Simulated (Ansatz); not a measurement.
## InSe, a database entry at a rescaled volume

```
CELL_PARAMETERS angstrom
1.99409 3.45387 0.00000
-1.99409 3.45387 0.00000
0.00000 -2.30258 8.29210
ATOMIC_POSITIONS crystal
Se 0.61550 0.61550 0.84650
In 0.00000 0.00000 0.00000
Se 0.83000 0.83000 0.49000
In 0.11220 0.11220 0.33660
```

Method: r2SCAN, no spin polarisation; PAW, plane waves to 500 eV, 8×8×8 Γ-centred mesh, fermi-dirac occupations (width 0.1 eV) (Ansatz 0.2.0), atoms fixed.

(1) What do density and ELF say about some of the short contacts?

(2) What is the formation energy?

(3) Metal or insulator? Give the gap.

(4) What does the stress say?

(5) Which atom feels the largest force, and which way?

Origin: a database entry at a rescaled volume.

## Answers

(1) Se–In at 2.63 Å: least valence density 0.40 e/Å³ and ELF 0.40 there. In–In at 2.79 Å: least valence density 0.34 e/Å³ and ELF 0.59 there. These are pseudo-fields; inside the PAW spheres they differ from the all-electron ones.

(2) -0.67 eV an atom against the elements' usual phases (free molecules for gases, crystals otherwise, with no correction for O₂ or N₂), so it is bound against them; other compounds may still compete. Relaxing would lower it.

(3) The gap is 0.84 eV, direct at the points sampled. A semilocal functional usually gives too small a gap.

(4) The pressure is 1.8 GPa (compression positive), so with the atoms held at these fractions the cell would first expand.

(5) The largest is on In2 (and as large on other atoms): 0.12 eV/Å, components (0.00, 0.00, 0.12). It makes 119° with the line to a nearest neighbour, Se1 at 2.63 Å.
